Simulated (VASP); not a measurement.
**VASP 6.6.1, PBE single-point calculation, LiH (strained rocksalt)**

INCAR

```
LASPH = .TRUE.
GGA = PE
EDIFF = 1E-7
ENCUT = 520
NSW = 0
ISMEAR = -1
NBANDS = 9
LWAVE = .FALSE.
SIGMA = 0.02
NELM = 120
LELF = .TRUE.
LREAL = .FALSE.
PREC = Accurate
IBRION = -1
LCHARG = .TRUE.
ISIF = 2
```

KPOINTS

```
KPOINTS created by Atomic Simulation Environment
0
Gamma
10 10 10
0 0 0
```

KPOINTS_OPT

```
special points
8
Reciprocal
0.0000000000 0.0000000000 0.0000000000 1
0.5000000000 0.0000000000 0.5000000000 1
0.6250000000 0.2500000000 0.6250000000 1
0.3750000000 0.3750000000 0.7500000000 1
0.5000000000 0.5000000000 0.5000000000 1
0.5000000000 0.2500000000 0.7500000000 1
-0.0013020000 0.4986980000 -0.5000000000 1
0.5000000000 0.5000000000 0.0000000000 1
```

POSCAR

```
Li H
 1.0000000000000000
     0.0050074871000000    2.0029948411000000    2.0029948411000000
     2.0029948411000000    0.0050074871000000    2.0029948411000000
     2.0080023281999999    2.0080023281999999    0.0000000000000000
 Li  H
   1   1
Cartesian
  0.0000000000000000  0.0000000000000000  0.0000000000000000
  2.0080023281999999  2.0080023281999999  2.0029948411000000
```

VASP ran with the recommended PBE PAW datasets (4 valence electrons in the cell).

Command

```
mpirun -np 1 vasp_std
```

From OUTCAR

```
k-points           NKPTS =    171   k-points in BZ     NKDIM =    171   number of bands    NBANDS=      9

   NELECT =       4.0000    total number of electrons

   dimension x,y,z NGX =    24 NGY =   24 NGZ =   24
   dimension x,y,z NGXF=    48 NGYF=   48 NGZF=   48

  energy-cutoff  :      520.00
  volume of cell :       16.07
      direct lattice vectors                 reciprocal lattice vectors
     0.005007487  2.002994841  2.002994841    -0.250251834  0.250251834  0.249626205
     2.002994841  0.005007487  2.002994841     0.250251834 -0.250251834  0.249626205
     2.008002328  2.008002328  0.000000000     0.249003695  0.249003695 -0.249626205

 k-points in reciprocal lattice and weights: KPOINTS created by Atomic Simulation Env
   0.00000000  0.00000000  0.00000000       0.001
   0.10000000 -0.00000000  0.00000000       0.004
   0.20000000 -0.00000000  0.00000000       0.004
   0.30000000  0.00000000  0.00000000       0.004
   0.40000000 -0.00000000  0.00000000       0.004
   0.50000000  0.00000000  0.00000000       0.002
   0.10000000  0.10000000  0.00000000       0.002
   0.20000000  0.10000000  0.00000000       0.004
   ...

 E-fermi :   0.6310

 k-point     1 :       0.0000    0.0000    0.0000
  band No.  band energies     occupation
      1     -44.1887      2.00000
      2      -5.3403      2.00000
      3      16.2198      0.00000
      4      17.9384      0.00000
      5      18.0096      0.00000
      6      18.0835      0.00000
      7      22.6400      0.00000
      8      22.7306      0.00000
      9      22.8200      0.00000

 k-point     2 :       0.1000   -0.0000    0.0000
  band No.  band energies     occupation
      1     -44.1844      2.00000
      2      -5.1625      2.00000
      3      14.7754      0.00000
      4      17.0257      0.00000
      5      17.5484      0.00000
      6      17.6385      0.00000
      7      22.1526      0.00000
      8      23.4878      0.00000
      9      23.6083      0.00000

 k-point     3 :       0.2000   -0.0000    0.0000
  band No.  band energies     occupation
      1     -44.1726      2.00000
      2      -4.6427      2.00000
      3      11.5249      0.00000
      4      15.7257      0.00000
      5      16.9221      0.00000
      6      17.0013      0.00000
      7      22.9852      0.00000
      8      23.3296      0.00000
      9      23.3611      0.00000

 k-point     4 :       0.3000    0.0000    0.0000
  band No.  band energies     occupation
      1     -44.1581      2.00000
      2      -3.8414      2.00000
      3       8.3641      0.00000
      4      14.6705      0.00000
      5      16.5471      0.00000
      6      16.6120      0.00000
      7      21.2452      0.00000
      8      21.2839      0.00000
      9      24.5411      0.00000

 k-point     5 :       0.4000   -0.0000    0.0000
  band No.  band energies     occupation
      1     -44.1463      2.00000
      2      -2.9594      2.00000
      3       5.9932      0.00000
      4      13.9829      0.00000
      5      16.4988      0.00000
      6      16.5477      0.00000
      7      19.7263      0.00000
      8      19.7805      0.00000
      9      26.3702      0.00000

 k-point     6 :       0.5000    0.0000    0.0000
  band No.  band energies     occupation
      1     -44.1418      2.00000
      2      -2.5164      2.00000
      3       5.0451      0.00000
      4      13.7455      0.00000
      5      16.5673      0.00000
      6      16.6063      0.00000
      7      19.1286      0.00000
      8      19.1925      0.00000
      9      27.4247      0.00000

 k-point     7 :       0.1000    0.1000    0.0000
  band No.  band energies     occupation
      1     -44.1830      2.00000
      2      -5.1016      2.00000
      3      14.9381      0.00000
      4      16.2918      0.00000
      5      16.4474      0.00000
      6      18.7928      0.00000
      7      20.0362      0.00000
      8      24.9124      0.00000
      9      25.1193      0.00000

 k-point     8 :       0.2000    0.1000    0.0000
  band No.  band energies     occupation
      1     -44.1737      2.00000
      2      -4.6879      2.00000
      3      12.6132      0.00000
      4      15.0139      0.00000
      5      15.2838      0.00000
      6      18.5201      0.00000
      7      20.3459      0.00000
      8      23.7075      0.00000
      9      26.3045      0.00000

 k-point     9 :       0.3000    0.1000    0.0000
  band No.  band energies     occupation
      1     -44.1602      2.00000
      2      -3.9595      2.00000
      3       9.3990      0.00000
      4      13.7642      0.00000
      5      14.7181      0.00000
      6      17.7186      0.00000
      7      21.8308      0.00000
      8      22.7976      0.00000
      9      24.3579      0.00000

 k-point    10 :       0.4000    0.1000    0.0000
  band No.  band energies     occupation
      1     -44.1474      2.00000
      2      -3.0509      2.00000
      3       6.7109      0.00000
      4      12.8338      0.00000
      5      14.6482      0.00000
      6      16.8386      0.00000
      7      21.4927      0.00000
      8      22.4980      0.00000
      9      24.9016      0.00000

 k-point    11 :       0.5000    0.1000    0.0000
  band No.  band energies     occupation
      1     -44.1405      2.00000
      2      -2.3692      2.00000
      3       5.1970      0.00000
      4      12.2954      0.00000
      5      15.0797      0.00000
      6      16.1185      0.00000
      7      21.1472      0.00000
      8      21.6084      0.00000
      9      27.1178      0.00000

 k-point    12 :      -0.4000    0.1000    0.0000
  band No.  band energies     occupation
      1     -44.1419      2.00000
      2      -2.5317      2.00000
      3       5.5314      0.00000
      4      12.1726      0.00000
      5      15.7537      0.00000
      6      15.9759      0.00000
      7      20.3769      0.00000
      8      22.3655      0.00000
      9      26.8719      0.00000

 k-point    13 :      -0.3000    0.1000    0.0000
  band No.  band energies     occupation
      1     -44.1512      2.00000
      2      -3.3614      2.00000
      3       7.5302      0.00000
      4      12.4471      0.00000
      5      15.8491      0.00000
      6      17.1816      0.00000
      7      20.3098      0.00000
      8      23.6468      0.00000
      9      24.8952      0.00000

 k-point    14 :      -0.2000    0.1000    0.0000
  band No.  band energies     occupation
      1     -44.1648      2.00000
      2      -4.2361      2.00000
      3      10.4907      0.00000
      4      13.0989      0.00000
      5      16.3822      0.00000
      6      18.2052      0.00000
      7      21.2974      0.00000
      8      23.0324      0.00000
      9      25.1814      0.00000

 k-point    15 :      -0.1000    0.1000    0.0000
  band No.  band energies     occupation
      1     -44.1775      2.00000
      2      -4.8662      2.00000
      3      13.4890      0.00000
      4      14.5078      0.00000
      5      17.0819      0.00000
      6      18.4179      0.00000
      7      21.9567      0.00000
      8      23.3924      0.00000
      9      23.4936      0.00000

 k-point    16 :       0.2000    0.2000    0.0000
  band No.  band energies     occupation
      1     -44.1677      2.00000
      2      -4.3703      2.00000
      3      12.2908      0.00000
      4      14.0183      0.00000
      5      14.1797      0.00000
      6      17.4437      0.00000
      7      18.3134      0.00000
      8      25.3725      0.00000
      9      28.5737      0.00000

 k-point    17 :       0.3000    0.2000    0.0000
  band No.  band energies     occupation
      1     -44.1566      2.00000
      2      -3.7120      2.00000
      3      10.0311      0.00000
      4      12.4309      0.00000
      5      13.2439      0.00000
      6      17.4179      0.00000
      7      18.5109      0.00000
      8      25.8311      0.00000
      9      28.0407      0.00000

 k-point    18 :       0.4000    0.2000    0.0000
  band No.  band energies     occupation
      1     -44.1449      2.00000
      2      -2.8006      2.00000
      3       7.4253      0.00000
      4      10.8639      0.00000
      5      12.9930      0.00000
      6      16.8105      0.00000
      7      20.7600      0.00000
      8      25.8978      0.00000
      9      26.1122      0.00000

 k-point    19 :       0.5000    0.2000    0.0000
  band No.  band energies     occupation
      1     -44.1371      2.00000
      2      -1.9380      2.00000
      3       5.5396      0.00000
      4       9.8724      0.00000
      5      13.2746      0.00000
      6      16.2270      0.00000
      7      23.3146      0.00000
      8      24.5299      0.00000
      9      26.6416      0.00000

 ...

  Total       -0.0223632     -0.0223632     -0.0224279     -0.0243987      0.0000000      0.0000000
  in kB       -2.2293454     -2.2293454     -2.2358007     -2.4322581      0.0000000      0.0000000
  external PRESSURE =      -2.2314972 kB  Pullay stress =       0.0000000 kB

 POSITION                                       TOTAL-FORCE (eV/Angst)
 -----------------------------------------------------------------------------------
      0.00000      0.00000      0.00000         0.000000     -0.000000      0.000000
      2.00800      2.00800      2.00299        -0.000000      0.000000      0.000000
 -----------------------------------------------------------------------------------
    total drift:                                0.000000     -0.000000     -0.000000

  FREE ENERGIE OF THE ION-ELECTRON SYSTEM (eV)
  ---------------------------------------------------
  free  energy   TOTEN  =        -6.1270023874 eV

  energy  without entropy=       -6.1270023874  energy(sigma->0) =       -6.12700239
```

```yaml
gap_between_bands_v_and_c: 2.98 eV
least_direct_gap: 2.98 eV
pressure: -0.2 GPa
```

Band v is the last that the valence electrons fill when counted band by band, and c is the next.

The run took about 12 s on one core of a shared host (Intel Xeon Platinum 8488C) and held 0.14 GiB at most.
